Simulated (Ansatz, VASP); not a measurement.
One calculation of MgO, two programs

The input INCAR:

```
PREC = Accurate
ENCUT = 520
EDIFF = 1E-6
ISMEAR = 0
SIGMA = 0.05
LREAL = False
LASPH = True
NELM = 60
ALGO = Normal
ISIF = 2
LWAVE = False
LCHARG = True
GGA = CA
LELF = True
LVHAR = True
NBANDS = 16
```

File KPOINTS:

```
regular mesh
0
Gamma
  12 12 6
```

Contents of POSCAR:

```
MgO
1.0
    3.4863778627      0.0000000000      0.0000000000
   -1.7431889314      3.0192917963      0.0000000000
    0.0000000000      0.0000000000      4.1780412200
Mg O
2 2
Direct
    0.6666666667      0.3333333333      0.7500000000
    0.3333333333      0.6666666667      0.2500000000
    0.6666666667      0.3333333333      0.2500000000
    0.3333333333      0.6666666667      0.7500000000
```

Input for Ansatz:

```yaml
crystal:
  lattice:
    - [3.4863778627, 0.0, 0.0]
    - [-1.7431889314, 3.0192917963, 0.0]
    - [0.0, 0.0, 4.17804122]
  atoms:
    - { symbol: Mg, position: [0.6666666667, 0.3333333333, 0.75] }
    - { symbol: Mg, position: [0.3333333333, 0.6666666667, 0.25] }
    - { symbol: O, position: [0.6666666667, 0.3333333333, 0.25] }
    - { symbol: O, position: [0.3333333333, 0.6666666667, 0.75] }
basis:
  ecutwfc: 420
kpoints:
  mp_grid: { grid: [12, 12, 6] }
hamiltonian:
  xc: lda
scf:
  occupations: { method: gaussian, width: 0.05 }
output:
  forces: true
  stress: true
  eigenvalues: true
```

Measurements of this composition are mostly on another form, of space group No. 225.

Alike in both runs: task single point; functional LDA; k mesh 12 × 12 × 6; occupations gaussian, width 0.05 eV; no spin polarisation.

|  | VASP | Ansatz |
| --- | --- | --- |
| version | VASP 6.6.1 | Ansatz 0.2.0 |
| potentials or method | VASP PAW LDA potentials, release 64 (Mg, O) | scalar-relativistic, plane waves, PAW |
| plane-wave cutoff (eV) | 520 | 420 |
| valence electrons in the cell | 16 | 32 |

```csv
,VASP,Ansatz,Ansatz less VASP
gap on the k mesh at the Fermi level (eV),3.33,3.34,+0.004
least direct gap on the mesh (eV),3.33,3.34,+0.004
pressure (GPa),-5.7,-4.0,+1.72
largest component of the traceless stress (GPa),0.03,0.15,+0.123
```

The two sets of potentials don't hold the same shells in valence.

A k mesh can miss the band edges.
